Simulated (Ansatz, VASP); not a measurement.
**Two plane-wave programs on Sb**

```
Sb
1.0
    -4.03001    4.03001    2.02549
     4.03001   -4.03001    2.02549
     4.03001    4.03001   -2.02549
Sb
4
Cartesian
  1.2483 5.2666 -0.0250
  2.8076 1.1880 -0.0101
  2.8137 -1.2378 2.0302
  1.1925 2.8254 2.0251
```

Change from the starting cell: atoms moved at random, drawn with an rms of 0.05 Å.

Alike in both runs: task single point; functional PBE; k mesh 7 × 7 × 7; occupations fermi-dirac, width 0.05 eV; no spin polarisation.

|  | VASP | Ansatz |
| --- | --- | --- |
| version | VASP 6.6.1 | Ansatz 0.2.0 |
| potentials or method | VASP PAW PBE potentials, release 64 (Sb) | Ansatz PAW |
| plane-wave cutoff (eV) | 520 | 420 |
| valence electrons in the cell | 20 | 60 |

|  | VASP | Ansatz | Ansatz less VASP |
| --- | --- | --- | --- |
| gap on the k mesh at the Fermi level (eV) | none | none | - |
| pressure (GPa) | 1.6 | 1.7 | +0.04 |
| largest component of the traceless stress (GPa) | 0.45 | 0.45 | -0.004 |
| rms of the force components (eV/Å) | 0.082 | 0.081 | -0.0013 |

Atom by atom the forces differ by 0.006 eV/Å (rms over components). A gap of «none» marks a metal or a gap that the smearing closes. The functional is the same, so the differences come from potentials, cutoffs and numerics. The two sets of potentials don't hold the same shells in valence.

The runs have no spin-orbit coupling, so splittings on Sb are missing.
